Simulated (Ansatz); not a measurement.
The system is KBr.

```xyz
2
Lattice="0.0000 3.0634 3.0634 3.0634 0.0000 3.0634 3.0634 3.0634 0.0000" Properties=species:S:1:pos:R:3 pbc="T T T"
Br    3.0634    3.0634    3.0634
K     0.0000    0.0000    0.0000
```

The cell isn't the ideal one: cell squeezed.

Below is the output of Ansatz 0.2.0 for this cell. Logs are shortened: lines on timing, memory, paths and dates and some standing lists are left out, and cuts for length are marked.

```text
Warning: RAYON_NUM_THREADS=1 ignored (pool sized by the plan → 1); use --threads N
crystal.space_group: 225 is read as Fm-3m: the typed cell holds Br4K4 (Br 4b, K 4a). Least distances (Å): Br–Br 4.332, Br–K 3.063, K–K 4.332
crystal.space_group generates its sites in this order, which a site index counts, at these fractional coordinates of the primitive cell where crystal.reduce_to_primitive is true, and else of the cell that is read (crystal.supercell repeats the list replica by replica, and crystal.defects acts on that): 0: Br [0.500000, 0.500000, 0.500000]; 1: K [0.000000, 0.000000, 0.000000];
LAPW: plane waves up to 6.324 Å⁻¹, error target 1.0e-3 eV per atom; small_component_spin mean_spin; K in spheres of 1.535 Å, 9 of its electrons in bands, Dirac shells []; Br in spheres of 1.528 Å, 25 of its electrons in bands, Dirac shells [] (how accurate: hamiltonian.pseudopotentials.lapw.basis_error, Limitations)
scf.n_extra_bands = 32 over 17 filled bands (N_el = 34.0): the run solves 49 bands
Engine: ansatz 0.2.0, x86_64-unknown-linux-gnu
Pseudopotentials: kind: all_electron
Pseudopotential: Br, LAPW, valence charge 25, lapw/all_electron/scalar/gaussian/Br, Koelling and Harmon's equation, gaussian nucleus
Pseudopotential: K, LAPW, valence charge 9, lapw/all_electron/scalar/gaussian/K, Koelling and Harmon's equation, gaussian nucleus
Functional definition: unnamed
  exchange = slater_x
  correlation = vwn5_c
Crystal: 2 atoms, lattice volume = 57.499 Å³
Basis set: ecut = 152.38728290418723 eV, 259 PW (Γ), exchange–correlation at level 2
Bands: 49, of which v1, the nominal top of the filled ones, is band 17 counted from 1 (16 counted from 0)
[... 27 lines left out ...]
  E_xc         = -3291.211784
  E_electrostatic = -172934.296233  (all electrons and nuclei)
  E_smearing   = -0.000000  (= −TS)
  E_closure    = 0.000000  (closes the sum)
  E_atoms      = -87176.390249  (free atoms, spherical and without spin; not in F)
  Σ components = -87183.167001   (vs F -87183.167001, Δ=0.00e0)
  Basis errors (estimates in eV, not in F): energy 3.6e-4 per atom: plane waves 3.3e-4 (1.8e-4 summed), levels above the bands 2.5e-140, relativity 1.5e-9, radial functions 2.2e-5, core shells 1.4e-6; eigenvalues (radial functions only) 1.3e-4; not estimated: angular momenta, meshes, grids; target (lapw.basis_error) 1.0e-3; muffin-tin radii K 1.535 Å, Br 1.528 Å
--- Forces (eV/Å), atoms counted from 1 ---
  atom   1  Br    -0.00000000     0.00000000     0.00000000
  atom   2  K      0.00000000     0.00000000     0.00000000
  max |Σ_I F_I| component: 2.23e-30 eV/Å
--- Stress (GPa, compression-positive) ---
        3.172408      -0.000000      -0.000000
       -0.000000       3.172408      -0.000000
       -0.000000      -0.000000       3.172408
  P = ⅓ Tr σ = 3.1724 GPa (31.724 kbar)
--- Band table (eV; the first three rows and the last of 20) ---
  k-point 0: bands = ["-224.7344", "-160.7463", "-160.7463", "-160.7463", "-54.6129", "-54.6129", "-54.6108", "-54.6108", "-54.6108", "-23.2146", "-8.8319", "-6.9074", "-6.9074", "-6.9074", "3.8775", "3.8775", "3.8775", "8.5822", "11.1710", "11.1710", "11.1710", "12.2071", "12.2071", "15.5575", "20.2319", "20.2319", "20.2319", "21.4001", "21.4001", "21.4001", "23.0436", "23.0436", "27.5896", "27.6821", "27.6821", "27.6821", "30.8504", "30.8504", "30.8504", "31.0853", "31.0853", "32.0918", "32.0918", "32.0918", "37.2212", "40.3728", "40.3728", "40.3728", "41.5852"]
  k-point 1: bands = ["-224.7344", "-160.7463", "-160.7463", "-160.7463", "-54.6129", "-54.6129", "-54.6108", "-54.6108", "-54.6108", "-23.2107", "-8.8896", "-6.9092", "-6.9092", "-6.8249", "3.4347", "3.7521", "3.7521", "9.2203", "11.0804", "11.4725", "11.4725", "12.5927", "12.5927", "16.4452", "18.7361", "19.2842", "19.2842", "20.9572", "20.9572", "22.3109", "24.0826", "24.0826", "25.7099", "26.7385", "26.7385", "29.0197", "29.6653", "29.6653", "31.0899", "31.6601", "31.6601", "32.5237", "34.5917", "34.5917", "38.0601", "38.2989", "38.2989", "38.5104", "39.4359"]
  k-point 2: bands = ["-224.7344", "-160.7463", "-160.7463", "-160.7463", "-54.6129", "-54.6129", "-54.6108", "-54.6108", "-54.6108", "-23.2020", "-9.0061", "-6.9133", "-6.9133", "-6.6506", "2.6653", "3.4935", "3.4935", "10.1530", "11.5532", "12.2998", "12.2998", "13.6054", "13.6054", "16.6986", "17.4961", "17.4961", "18.8296", "20.0963", "20.0963", "22.2923", "23.6224", "24.8798", "24.8798", "25.9400", "25.9400", "30.4617", "30.4617", "31.1769", "31.3904", "31.3904", "31.8050", "32.9500", "33.3509", "34.8862", "34.8862", "36.8854", "38.2460", "38.2460", "39.7466"]
  k-point 19: bands = ["-224.7344", "-160.7463", "-160.7463", "-160.7463", "-54.6129", "-54.6129", "-54.6108", "-54.6108", "-54.6108", "-23.1884", "-8.8362", "-7.0864", "-7.0233", "-6.7485", "2.8699", "3.0222", "3.2424", "10.7308", "11.6937", "12.8281", "13.5384", "14.7609", "15.0134", "16.1881", "16.3437", "16.8599", "18.8025", "19.5696", "20.2517", "22.9564", "23.7772", "24.9557", "25.1620", "25.3016", "26.5206", "27.4291", "27.9026", "28.5998", "29.0410", "30.7835", "31.4565", "32.4082", "33.5047", "34.2571", "35.0424", "36.2565", "37.0571", "39.3693", "40.3444"]
```

Task: Write the input and the command behind it.

Result: Single point with SVWN5, no spin polarisation. The files as run (others can give the same):

input.yaml
```yaml
crystal:
  lattice: { a: 6.12689726, b: 6.12689726, c: 6.12689726, alpha: 90.0, beta: 90.0, gamma: 90.0 }
  space_group: 225
  setting: { hermann_mauguin: Fm-3m }
  reduce_to_primitive: true
  atoms:
    - { symbol: Br, position: [0.5, 0.0, 0.0] }
    - { symbol: K, position: [0.0, 0.0, 0.0] }
kpoints:
  mp_grid: { grid: [7, 7, 7] }
scf:
  occupations: { method: fermi_dirac, width: 0.1 }
  n_extra_bands: 32
hamiltonian:
  xc: { exchange: slater, correlation: vwn5 }
  pseudopotentials: { kind: all_electron, lapw: { basis_error: 0.001 } }
output:
  forces: true
  stress: true
  eigenvalues: true
```

Potentials or basis: all-electron LAPW, scalar-relativistic.
Command:
```console
$ ansatz run input.yaml --threads 1 --pin off --max-ram 2560MiB --backend cpu --events-out ev --progress --plain --runs-dir out
```
